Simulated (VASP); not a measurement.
Be2C: single point with PBE

Be2C:

```xyz
3
Lattice="0.0000 2.1650 2.1650 2.1650 0.0000 2.1650 2.1650 2.1650 0.0000" Properties=species:S:1:pos:R:3 pbc="T T T"
Be    1.0825    1.0825    1.0825
Be    3.2475    3.2475    3.2475
C     0.0000    0.0000    0.0000
```

The cell isn't the ideal one: the database's cell and atoms.

```yaml
Program: VASP 6.6.1
Task: single point
Functional: PBE
Potentials_or_basis: VASP PAW PBE potentials, release 64 (Be, C)
Cutoff: 520 eV
k_mesh: 12 × 12 × 12
Occupations: gaussian, width 0.02 eV
Spin: no spin polarisation
```

```json
{
 "Pressure": "0.2 GPa",
 "Band gap on the k mesh": "1.16 eV, indirect (least direct gap 4.13 eV)"
}
```

Levels at points of the mesh, in eV from the valence-band top:
```
           k point  band 2  band 3  band 4  band 5  band 6  band 7
(0.00, 0.00, 0.00)    0.00    0.00    0.00    4.13    4.13    4.13
(0.50, 0.00, 0.00)   -8.72   -1.83   -1.83    5.00    5.00    7.00
(0.50, 0.50, 0.00)   -6.77   -4.72   -4.72    1.16    5.72   13.24
```

Wall time 6.4 s on 1 thread of AMD EPYC 9R45 96-Core Processor (Zen 5), with other jobs on the host, peak memory 0.11 GiB.

A k mesh can miss the band edges.
